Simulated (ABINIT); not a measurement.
A run of ABINIT 10.8.3 (patched build) is set up as follows.

run.abi

```
pp_dirpath "./"
pseudos "Se.upf, Zn.upf"

acell 4.0075983931 4.0075983931 4.0075983931 Angstrom
rprim
     0.0000000000     0.7071067812     0.7071067812
     0.7071067812     0.0000000000     0.7071067812
     0.7071067812     0.7071067812     0.0000000000
ntypat 2
znucl 34 30
natom 2
typat 1 2
xcart
     8.0326588379     8.0326588379     8.0326588379
     0.0000000000     0.0000000000     0.0000000000

ecut 39.0

kptopt 1
ngkpt 6 6 6
nshiftk 1
shiftk 0.0 0.0 0.0

ixc -116133

nband 22
occopt 3
tsmear 0.00183747

nstep 100
tolvrs 1.0e-10

iomode 3
prtwf 0
prtden 0
prteig 0
prtebands 0
enunit 2
```

Potentials or basis: PseudoDojo NC SR PBEsol v0.4.1 standard.

Run with:

```bash
$ mpirun --bind-to none -np 4 abinit run.abi > log 2>&1
```

(1) Predict the pressure.

(2) What does it give for the band gap on the k mesh?

Answers

(1) -1.6 GPa.

(2) 1.17 eV, direct.

**What was measured.**

“Alloy Disordering Effects on the Thermal Conductivity and Energy Gap Temperature Dependence of Cd1−xZnxSe Ternary Crystals Grown by the Bridgman Method”, 2023, pmc:10253836 reports, for a bulk crystal of ZnSe at 300 K: band gap 2.695 ± 0.003 eV (an exciton energy, a little under the gap).

A measured gap of ZnSe is 2.695 eV (an exciton energy, a little under the gap; 300 K; “Alloy Disordering Effects on the Thermal Conductivity and Energy Gap Temperature Dependence of Cd1−xZnxSe Ternary Crystals Grown by the Bridgman Method”, 2023, pmc:10253836); the calculated 1.17 eV misses it by -1.53 eV. So large a miss can be the level of theory's own, or it may mean another phase, state or a wrong row. Spin-orbit coupling on Se is left out. The value is that of PBEsol, without temperature or zero-point motion. Semilocal functionals fall short of measured gaps as a rule.
